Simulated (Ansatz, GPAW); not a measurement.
This is a calculation of CoO for Ansatz 0.2.0. 

File input.yaml:

```yaml
crystal:
  lattice:
    - [-1.508, 1.508, 2.1072475377]
    - [1.508, -1.508, 2.1072475377]
    - [1.508, 1.508, -2.1072475377]
  atoms:
    - { symbol: Co, position: [0.0, 0.0, 0.0], spin: 2.0 }
    - { symbol: O, position: [0.5, 0.5, 0.0] }
hamiltonian:
  xc: pbesol
  pseudopotentials: { kind: paw }
magnetization:
  spin_polarized: true
kpoints:
  mp_grid: { grid: [12, 12, 12] }
scf:
  occupations: { method: fermi_dirac, width: 0.05 }
output:
  forces: true
  stress: true
  eigenvalues: true
```

Potentials or basis: Ansatz PAW.

Launch:

```sh
$ ansatz run input.yaml --threads 1 --pin off --max-ram 3584MiB --backend cpu --events-out ev --progress --plain --runs-dir out
```

Set up the same calculation for GPAW 26.7.0 (ASE script). Potentials or basis there: PAW data sets generated for this functional, cutoff 800 eV.

As run (cutoffs and basis follow the program's own potentials, and thresholds, step limits or extra output files can differ):

File run.py:

```python
from ase import Atoms
from ase.dft.bandgap import bandgap
from ase.io import write
from ase.units import Bohr, GPa
from gpaw import GPAW, PW, setup_paths
from gpaw.elf import elf_from_dft_calculation

setup_paths.insert(0, '.')

atoms = Atoms(['Co', 'O'],
              cell=[[-1.508, 1.508, 2.1072475377],
                    [1.508, -1.508, 2.1072475377],
                    [1.508, 1.508, -2.1072475377]],
              scaled_positions=[[0.0, 0.0, 0.0],
                                [0.5, 0.5, 0.0]],
              pbc=True)
atoms.set_initial_magnetic_moments([2.0, 0.0])

calc = GPAW(mode=PW(800),
            xc='PBEsol',
            kpts={'size': (12, 12, 12), 'gamma': True},
            occupations={'name': 'fermi-dirac', 'width': 0.05},
            nbands=17,
            convergence={'density': 1e-05, 'energy': 1e-05},
            maxiter=150,
            txt='gpaw.txt')
atoms.calc = calc
energy = atoms.get_potential_energy()
forces = atoms.get_forces()
stress = atoms.get_stress()
calc.write('gs.gpw')
write('result.traj', atoms)
print(f'Energy: {energy:.6f} eV')
print('Forces (eV/A):')
print(forces.round(4))
print('Stress (GPa):', (stress / GPa).round(3))
print('Moments:', calc.get_magnetic_moments().round(3))
print('Fermi level:', round(calc.get_fermi_level(), 4), 'eV')
print(f'Gap: {bandgap(calc)[0]:.4f} eV, direct: {bandgap(calc, direct=True)[0]:.4f} eV')

# fields on the real-space grid
write('density.cube', atoms, data=calc.get_pseudo_density() * Bohr**3)
write('potential.cube', atoms, data=calc.get_electrostatic_potential())
write('spin.cube', atoms, data=(calc.get_pseudo_density(spin=0) - calc.get_pseudo_density(spin=1)) * Bohr**3)
write('elf.cube', atoms, data=elf_from_dft_calculation(calc).data)
```

Potentials or basis: PAW data sets generated in the run's folder for this functional, pw.

Run with:

```bash
$ gpaw-setup -f PBEsol Co O
$ OMP_NUM_THREADS=1 python run.py
```

Both were run:

|  | Ansatz | GPAW |
| --- | --- | --- |
| Pressure | -9.1 GPa | -8.2 GPa |
| Net moment | 2.94 μB per cell | 2.94 μB per cell |

Ansatz's pressure holds a Pulay term of +0.77 GPa for its cutoff of 420 eV, which the other run lacks.

The potentials hold 23 and 15 valence electrons a cell.

Ansatz's potentials were made for PBE.

Where Ansatz's input types no cutoff or centring, it takes its own default and a Γ-centred mesh.

The magnetic state is the one that the start led to; the real crystal's order can differ.

Pressure is positive in compression.
